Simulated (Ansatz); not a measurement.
Co:

```
Co
1.0
     2.47200    0.00000    0.00000
    -1.23600    2.14081    0.00000
     0.00000    0.00000    4.02114
Co
2
Direct
  0.66667 0.33333 0.75000
  0.33333 0.66667 0.25000
```

| Quantity | Value |
| --- | --- |
| Program | Ansatz 0.2.0 |
| Task | relaxation of cell and atoms |
| Functional | BLYP |
| Potentials or basis | all-electron LAPW, scalar-relativistic |
| Basis error allowed | 0.001 eV/atom |
| k mesh | 12 × 12 × 7 |
| Occupations | fermi-dirac, width 0.05 eV |
| Spin | collinear spin, ferromagnetic start |
| Starting moments | [2.0, 2.0] μB |

At the start: volume 10.64 Å³/atom.

**Question.** How do energy, volume and symmetry change on relaxing?

**Answer.** Over 6 steps the energy falls by 30.2 meV/atom and the volume is 11.36 Å³/atom (+6.8 %); space group P6_3/mmc (No. 194, to 0.05 Å); moment 3.27 μB per cell.

Step by step:
```tsv
step	energy change (eV)	largest force (eV/Å)	volume (Å³)
1	0.0000	0.0000	21.28
2	-0.0446	0.0000	21.97
3	-0.0602	0.0000	22.65
4	-0.0604	0.0000	22.72
5	-0.0604	0.0000	22.72
6	-0.0604	0.0000	22.72
```

Final structure:
```cif
data_structure
_symmetry_space_group_name_H-M 'P 1'
_symmetry_Int_Tables_number 1
_cell_length_a 2.5358
_cell_length_b 2.5358
_cell_length_c 4.0803
_cell_angle_alpha 90.000
_cell_angle_beta 90.000
_cell_angle_gamma 120.000
_cell_volume 22.72
loop_
_atom_site_label
_atom_site_type_symbol
_atom_site_fract_x
_atom_site_fract_y
_atom_site_fract_z
_atom_site_occupancy
Co1 Co 0.66667 0.33333 0.75000 1
Co2 Co 0.33333 0.66667 0.25000 1
```
